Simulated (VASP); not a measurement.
Write the native input for VASP 6.6.1 that does the following.

```yaml
Task: relaxation of cell and atoms
Functional: PBE
Potentials_or_basis: VASP PAW PBE potentials, release 64 (Te, Pb_d)
Cutoff: 600 eV
k_mesh: 8 × 8 × 8
Occupations: gaussian, width 0.02 eV
Spin: no spin polarisation
Dipole_correction: no
Further_INCAR_settings: ALGO = Fast; EDIFF = 1e-06; IBRION = 2; EDIFFG = -0.01; NSW = 100; ISIF = 3
```

The structure of TePb lies in POSCAR:

```
TePb
1.0
    0.0000000000      3.2708969100      3.2708969100
    3.2708969100      0.0000000000      3.2708969100
    3.2708969100      3.2708969100      0.0000000000
Te Pb
1 1
Direct
    0.0000000000      0.0000000000      0.0000000000
    0.5000000000      0.5000000000      0.5000000000
```

The cell is a database's computed one.

The input as run:

INCAR

```
SYSTEM = TePb
PREC     = Accurate       ! precision mode
ENCUT    = 600            ! plane-wave cutoff, eV
EDIFF    = 1E-6           ! SCF threshold, eV
ISMEAR   = 0              ! smearing method
SIGMA    = 0.02           ! smearing width, eV
LREAL    = .FALSE.        ! projectors in reciprocal space
LASPH    = .TRUE.         ! aspherical terms in the spheres
NELM     = 100            ! most SCF steps
ALGO     = Fast           ! electronic algorithm
ISIF     = 3              ! what is computed and relaxed
LWAVE    = .FALSE.        ! write WAVECAR
LCHARG   = .FALSE.        ! write CHGCAR
GGA      = PE             ! functional
IBRION   = 2              ! ionic algorithm
NSW      = 100            ! ionic steps
EDIFFG   = -0.01          ! ionic threshold
```

KPOINTS

```
regular mesh
0
G
  8 8 8
  0 0 0
```

Potentials or basis: VASP PAW PBE potentials, release 64 (Te, Pb_d).

Run with:

```bash
$ cat potpaw_PBE.64/Te/POTCAR potpaw_PBE.64/Pb_d/POTCAR > POTCAR
$ mpirun -np 1 vasp_std > vasp.out
```

It gave:

```
Relaxed volume                         : 35.42 Å³/atom
Relaxed cell                           : a = 4.644 Å, b = 4.644 Å, c = 4.644 Å, α = 60.00°, β = 60.00°, γ = 60.00°
Space group after relaxing (to 0.05 Å) : Fm-3m (No. 225)
Energy gained by relaxing              : 0.7 meV/atom
Ionic steps                            : 3
Pressure after relaxing                : 0.0 GPa
Band gap on the k mesh                 : 0.83 eV, direct
```

Caveat: spin-orbit coupling is left out, which as a rule narrows the gap of such compounds by several tenths of an eV.

Run time: 69 s on 1 thread of Intel(R) Xeon(R) Platinum 8559C (Emerald Rapids), with other jobs on the host, peak memory 0.26 GiB.
